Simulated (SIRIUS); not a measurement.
## SiO2 in SIRIUS: tuning iterative solver energy tolerance

The system is SiO2.

```
Si O
1.0
    -2.47729    2.47729    3.65567
     2.47729   -2.47729    3.65567
     2.47729    2.47729   -3.65567
Si O
2 4
Cartesian
  0.0000 2.4773 1.8278
  0.0000 0.0000 0.0000
  -0.4795 3.7159 0.9139
  -1.2386 1.9978 2.7418
  1.2386 2.9568 2.7418
  0.4795 1.2386 0.9139
```

The cell comes from a database or a generator and needn't be the stable form of this composition.

```yaml
Program: SIRIUS 7.10.0
Task: single point
Functional: PBEsol
Potentials_or_basis: PseudoDojo 0.4 PBEsol stringent (scalar relativistic)
Cutoff: 1254 eV
Density_cutoff: 5016 eV
k_mesh: 4 × 4 × 4
Occupations: fermi-dirac, width 0.05 eV
Spin: no spin polarisation
```

These are the settings of the first run; the series varies iterative solver energy tolerance, with any setting tied to it.

Hardware: 16 threads of Arm Neoverse N1.

| iterative solver energy tolerance | energy less the last converged row (meV/atom) | SCF cycles | wall time (s) | peak memory (GiB) |
| --- | --- | --- | --- | --- |
| 0.01 | 0.00 | 12 | 80 | 0.61 |
| 0.001 | 0.00 | 10 | 83 | 0.61 |
| 0.0001 | 0.00 | 9 | 97 | 0.61 |
| 1e-06 | 0.00 | 9 | 150 | 0.61 |

Fastest here: 0.01 (80 s), level within noise with 0.001; slowest of those that converged: 1e-06 (150 s). These are single runs, one after another on one machine, so differences under about a fifth mean little.

Caveat: the k mesh is coarse (spacing up to 0.45 Å⁻¹), so the values aren't converged.
